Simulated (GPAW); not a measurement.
**WS2 in GPAW: the effect of strain biaxial xy**

WS2, a slab with vacuum:

```
W S
1.0
     3.05618    0.00000    0.00000
    -1.52809    2.64673    0.00000
     0.00000    0.00000   16.95058
W S
1 2
Direct
  0.00000 0.00000 0.00000
  0.33333 0.66667 0.09200
  0.33333 0.66667 0.90800
```

Alike in all runs:

* Program: GPAW 26.7.0
* Task: band structure
* Functional: PBEsol
* Potentials or basis: PAW data sets generated in the run's folder for this functional
* Cutoff: 600 eV
* Basis: pw
* k mesh: 6 × 6 × 1
* Occupations: fermi-dirac, width 0.05 eV
* Spin: no spin polarisation
* Maxiter: 150
* Band path: GMKGALHA,LM,KH
* Band points: 80

| strain biaxial xy | gap on the mesh (eV) | largest force (eV/Å) |
| --- | --- | --- |
| -0.04 | 2.01 | 0.92 |
| -0.02 | 2.01 | 0.37 |
| -0.01 | 1.89 | 0.12 |
| 0 | 1.77 | 0.11 |
| 0.01 | ? | ? |
| 0.02 | 1.42 | 0.53 |
| 0.04 | 1.12 | 0.89 |

**Question.** What does the run with strain biaxial xy 0.01 give?

**Answer.** gap on the mesh 1.59 eV; largest force 0.33 eV/Å.

Worked out: A parabola through the other rows of the gap on the mesh, of slope -14.5 eV per unit of strain biaxial xy there, gives 1.64 eV, against the run's 1.59. The largest force follows no smooth curve through the other rows.

Caveats: the density grid can change from cell to cell, which puts small steps into energies and stress; spin-orbit coupling is left out, which moves the levels of the heavy elements.

